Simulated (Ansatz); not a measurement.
Crystal: TaN.

```
CELL_PARAMETERS angstrom
2.93800 0.00000 0.00000
-1.46900 2.54438 0.00000
0.00000 0.00000 2.88300
ATOMIC_POSITIONS crystal
Ta 0.33333 0.66667 0.50000
N 0.00000 0.00000 0.00000
```

* Program: Ansatz 0.2.0
* Task: relaxation of cell and atoms
* Functional: PBE
* Potentials or basis: Ansatz PAW
* Cutoff: 420 eV (not typed: the program's choice for these potentials)
* k mesh: 10 × 10 × 9
* Occupations: fermi-dirac, width 0.05 eV
* Spin: no spin polarisation
* Hubbard terms: Ta d U = 3 eV

At the start: volume 10.78 Å³/atom.

How do energy, volume and symmetry change on relaxing?

It ends after 7 steps and the volume is 11.01 Å³/atom (+2.2 %); space group P-6m2 (No. 187, to 0.05 Å).

The path:
| step | energy change (eV) | largest force (eV/Å) | volume (Å³) |
| --- | --- | --- | --- |
| 1 | 0.0000 | 0.0000 | 21.55 |
| 2 | -0.0018 | 0.0000 | 22.30 |
| 3 | -0.0089 | 0.0000 | 22.04 |
| 4 | -0.0091 | 0.0000 | 22.01 |
| 5 | -0.0105 | 0.0000 | 22.01 |
| 6 | -0.0105 | 0.0000 | 22.02 |
| 7 | -0.0105 | 0.0000 | 22.02 |

Final structure:
```yaml
crystal:
  lattice:
    - [2.96045, 0.00000, 0.00000]
    - [-1.48023, 2.56383, 0.00000]
    - [0.00000, 0.00000, 2.90101]
  atoms:
    - { symbol: Ta, position: [0.33333, 0.66667, 0.50000] }
    - { symbol: N, position: [0.00000, 0.00000, 0.00000] }
```

Caveat: the plane-wave basis is chosen anew once the cell has moved, so the energies of steps on either side of that aren't comparable; the pressure holds a Pulay correction of +0.4 GPa for the finite cutoff; U without spin polarisation on a metal has little footing.
